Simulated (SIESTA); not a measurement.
# GaSb under changes of volume

One of the cells (28.625 Å³/atom); the others are scaled copies at fixed shape and fractional positions:

```xyz
2
Lattice="0.0000 3.0590 3.0590 3.0590 0.0000 3.0590 3.0590 3.0590 0.0000" Properties=species:S:1:pos:R:3 pbc="T T T"
Sb    4.5885    4.5885    4.5885
Ga    0.0000    0.0000    0.0000
```

| Property | Result |
| --- | --- |
| Program | SIESTA 5.4.2 |
| Functional | PBE |
| Potentials or basis | SG15 1.2 (PBE files) or PseudoDojo by element |
| Basis | DZP (energy shift 0.003 Ry; two zetas on semicore shells) |
| Grid cutoff | 800 Ry |
| Energy shift | 0.003 Ry |
| k mesh | 8 × 8 × 8 |
| Occupations | fermi-dirac, width 0.05 eV |
| Spin | no spin polarisation |

| volume (Å³/atom) | energy over the lowest point (meV/atom) | pressure (GPa) | gap on the mesh (eV) |
| --- | --- | --- | --- |
| 26.907 | 72.36 | 7.4 | 0.60 |
| 27.480 | 48.83 | 5.8 | 0.43 |
| 28.052 | 30.69 | 4.4 | 0.26 |
| 28.625 | 17.35 | 3.2 | 0.11 |
| 29.197 | ? | ? | ? |
| 29.770 | 2.19 | 1.1 | none |
| 30.342 | 0.00 | 0.2 | none |

Q: What does the run at 29.197 Å³/atom give?

A: Energy over the lowest point 7.89 meV/atom; pressure 2.1 GPa; gap on the mesh none.

Worked out: A Birch-Murnaghan fit of order 3 (a polynomial in V^(-2/3)) to the other rows has its minimum at 30.50 Å³/atom, just outside them, with B0 = V·E''(V) = 42 GPa and B' = 5.2. It gives 7.92 meV/atom at 29.197 Å³/atom, against the run's 7.89, and -dE/dV = 2.1 GPa, against 2.1.

Energies are extrapolated to zero smearing.

Caveats: the basis of atomic orbitals isn't converged, which shifts pressures, moduli and gaps; spin-orbit coupling is left out, which moves the levels of the heavy elements (some runs).

A mesh can miss the band edges.

A gap of «none» marks a metal or a gap under the smearing width.
